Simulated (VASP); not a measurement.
A calculation with VASP 6.6.1 of PbSe (ASE script, Cartesian positions):

Contents of run.py:

```python
from ase.calculators.vasp import Vasp
from ase.dft.bandgap import bandgap
from ase.io import read

atoms = read('PbSe.xyz')
calc = Vasp(
    directory='calc',
    xc='pbe',
    pp='PBE',
    setups='minimal',
    prec='Accurate',
    encut=500,
    ediff=1e-06,
    ismear=0,
    sigma=0.05,
    lreal=False,
    lasph=True,
    nelm=80,
    algo='Normal',
    isif=2,
    lwave=False,
    lcharg=False,
    kpts=[6, 6, 3],
    gamma=True,
)
atoms.calc = calc

print('energy (eV):', atoms.get_potential_energy())
print('free energy (eV):', atoms.get_potential_energy(force_consistent=True))
print('forces (eV/A):')
print(atoms.get_forces())
print('stress (eV/A^3, Voigt):', atoms.get_stress())
print('Fermi level (eV):', calc.get_fermi_level())
gap, top, bottom = bandgap(calc)
print('band gap (eV):', gap, 'from (spin, k, band)', top, 'to', bottom)
```

PbSe.xyz

```xyz
4
Lattice="4.4148899595 0.0000000000 0.0000000000 -0.0103110241 4.4148779187 0.0000000000 -2.2022894676 -2.2074389594 12.0007990000" Properties=species:S:1:pos:R:3 pbc="T T T"
Pb     2.1917951787      2.1989734309      7.4218101360
Pb    -0.0254038806      0.0380650774      4.5888175184
Se    -0.1072463868      0.0509874251      7.4788259320
Se     2.1813541202      2.2556163146      4.5358819940
```

Potentials or basis: VASP PAW PBE potentials, release 64 (Pb, Se).

The run is started by

```sh
$ python run.py
```

Question: Write the same calculation in another form: native input, structure from a POSCAR.

Answer: As run:

The input INCAR:

```
PREC = Accurate
ENCUT = 500
EDIFF = 1E-7
ISMEAR = 0
SIGMA = 0.05
LREAL = F
LASPH = T
NELM = 80
ALGO = Normal
ISIF = 2
LWAVE = F
LCHARG = F
GGA = PE
NBANDS = 18
```

File KPOINTS:

```
regular mesh
0
Gamma
  6 6 3
```

Contents of POSCAR:

```
PbSe
1.0
    4.4148899595      0.0000000000      0.0000000000
   -0.0103110241      4.4148779187      0.0000000000
   -2.2022894676     -2.2074389594     12.0007990000
Pb Se
2 2
Cartesian
    2.1917951787      2.1989734309      7.4218101360
   -0.0254038806      0.0380650774      4.5888175184
   -0.1072463868      0.0509874251      7.4788259320
    2.1813541202      2.2556163146      4.5358819940
```

Potentials or basis: VASP PAW PBE potentials, release 64 (Pb, Se).

Command:

```sh
$ cat potpaw_PBE.64/Pb/POTCAR potpaw_PBE.64/Se/POTCAR > POTCAR
$ mpirun -np 1 vasp_std > vasp.out
```

Both were run:

|  | ASE script, Cartesian positions | native input, structure from a POSCAR |
| --- | --- | --- |
| Largest force | 0.257 eV/Å | 0.257 eV/Å |
| Band gap on the k mesh | 1.56 eV, direct | 1.56 eV, direct |

Keys that steer only the numerical path or the files written may differ.

Caveat: spin-orbit coupling is left out, which as a rule narrows the gap of such compounds by several tenths of an eV.
